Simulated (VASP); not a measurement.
Input of a VASP 6.6.1 run:

INCAR

```
SYSTEM = Si
PREC = Accurate
ENCUT = 600
EDIFF = 1E-7
ISMEAR = 0
SIGMA = 0.05
LREAL = Auto
LASPH = .True.
NELM = 120
ALGO = Fast
ISIF = 2
LWAVE = .False.
LCHARG = .False.
GGA = PE
NBANDS = 126
NCORE = 1
KPAR = 2
```

File KPOINTS:

```
Automatic mesh
0
Gamma
  2 2 2
  0 0 0
```

File POSCAR:

```
Si
1.0
    0.0000000000      8.1655535595      8.1655535595
    8.1655535595      0.0000000000      8.1655535595
    8.1655535595      8.1655535595      0.0000000000
Si
54
Direct
    0.1666666667      0.1666666667      0.1666666667
    0.1666666667      0.1666666667      0.5000000000
    0.1666666667      0.1666666667      0.8333333333
    0.1666666667      0.5000000000      0.1666666667
    0.1666666667      0.5000000000      0.5000000000
    0.1666666667      0.5000000000      0.8333333333
    0.1666666667      0.8333333333      0.1666666667
    0.1666666667      0.8333333333      0.5000000000
    0.1666666667      0.8333333333      0.8333333333
    0.5000000000      0.1666666667      0.1666666667
    0.5000000000      0.1666666667      0.5000000000
    0.5000000000      0.1666666667      0.8333333333
    0.5000000000      0.5000000000      0.1666666667
    0.5000000000      0.5000000000      0.5000000000
    0.5000000000      0.5000000000      0.8333333333
    0.5000000000      0.8333333333      0.1666666667
    0.5000000000      0.8333333333      0.5000000000
    0.5000000000      0.8333333333      0.8333333333
    0.8333333333      0.1666666667      0.1666666667
    0.8333333333      0.1666666667      0.5000000000
    0.8333333333      0.1666666667      0.8333333333
    0.8333333333      0.5000000000      0.1666666667
    0.8333333333      0.5000000000      0.5000000000
    0.8333333333      0.5000000000      0.8333333333
    0.8333333333      0.8333333333      0.1666666667
    0.8333333333      0.8333333333      0.5000000000
    0.8333333333      0.8333333333      0.8333333333
    0.2500000000      0.2500000000      0.2500000000
    0.2500000000      0.2500000000      0.5833333333
    0.2500000000      0.2500000000      0.9166666667
    0.2500000000      0.5833333333      0.2500000000
    0.2500000000      0.5833333333      0.5833333333
    0.2500000000      0.5833333333      0.9166666667
    0.2500000000      0.9166666667      0.2500000000
    0.2500000000      0.9166666667      0.5833333333
    0.2500000000      0.9166666667      0.9166666667
    0.5833333333      0.2500000000      0.2500000000
    0.5833333333      0.2500000000      0.5833333333
    0.5833333333      0.2500000000      0.9166666667
    0.5833333333      0.5833333333      0.2500000000
    0.5833333333      0.5833333333      0.5833333333
    0.5833333333      0.5833333333      0.9166666667
    0.5833333333      0.9166666667      0.2500000000
    0.5833333333      0.9166666667      0.5833333333
    0.5833333333      0.9166666667      0.9166666667
    0.9166666667      0.2500000000      0.2500000000
    0.9166666667      0.2500000000      0.5833333333
    0.9166666667      0.2500000000      0.9166666667
    0.9166666667      0.5833333333      0.2500000000
    0.9166666667      0.5833333333      0.5833333333
    0.9166666667      0.5833333333      0.9166666667
    0.9166666667      0.9166666667      0.2500000000
    0.9166666667      0.9166666667      0.5833333333
    0.9166666667      0.9166666667      0.9166666667
```

Potentials or basis: VASP PAW PBE potentials, release 64 (Si).

Command:

```bash
$ cat potpaw_PBE.64/Si/POTCAR > POTCAR
$ mpirun -np 4 vasp_std > vasp.out
```

Task: Predict the pressure.

Result: 1.3 GPa.

Task: What does it give for the band gap on the k mesh?

Result: 0.72 eV.

A k mesh can miss the band edges.
